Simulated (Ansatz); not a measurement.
Crystal: SnTe.

```
Te Sn
1.0
     0.00000    3.61115    3.61115
     3.61115    0.00000    3.61115
     3.61115    3.61115    0.00000
Te Sn
1 1
Direct
  0.25000 0.25000 0.25000
  0.00000 0.00000 0.00000
```

Measurements of this composition are mostly on another form, of space group No. 225.

| Property | Result |
| --- | --- |
| Program | Ansatz 0.2.0 |
| Task | relaxation of cell and atoms |
| Functional | PBEsol0 |
| Potentials or basis | Ansatz PAW |
| Cutoff | 420 eV (not typed: the program's choice for these potentials) |
| k mesh | 4 × 4 × 4 |
| Occupations | fermi-dirac, width 0.05 eV |
| Spin | no spin polarisation |

At the start: volume 47.09 Å³/atom.

How do energy, volume and symmetry change on relaxing?

It ends after 3 steps and the volume is 44.30 Å³/atom (-5.9 %); space group F-43m (No. 216, to 0.05 Å).

Step by step:
```csv
step,energy change (eV),largest force (eV/Å),volume (Å³)
1,0.0000,0.0000,94.18
2,-0.0283,0.0000,88.61
3,-0.0275,0.0000,88.61
```

Final structure:
```yaml
crystal:
  lattice:
    - [0.00000, 3.53847, 3.53847]
    - [3.53847, 0.00000, 3.53847]
    - [3.53847, 3.53847, 0.00000]
  atoms:
    - { symbol: Te, position: [0.25000, 0.25000, 0.25000] }
    - { symbol: Sn, position: [0.00000, 0.00000, 0.00000] }
```

Caveat: the plane-wave basis is chosen anew once the cell has moved, so the energies of steps on either side of that aren't comparable; the PAW data sets come from PBE, with cores solved anew for the run's functional, which leaves a small shift of forces and pressure.
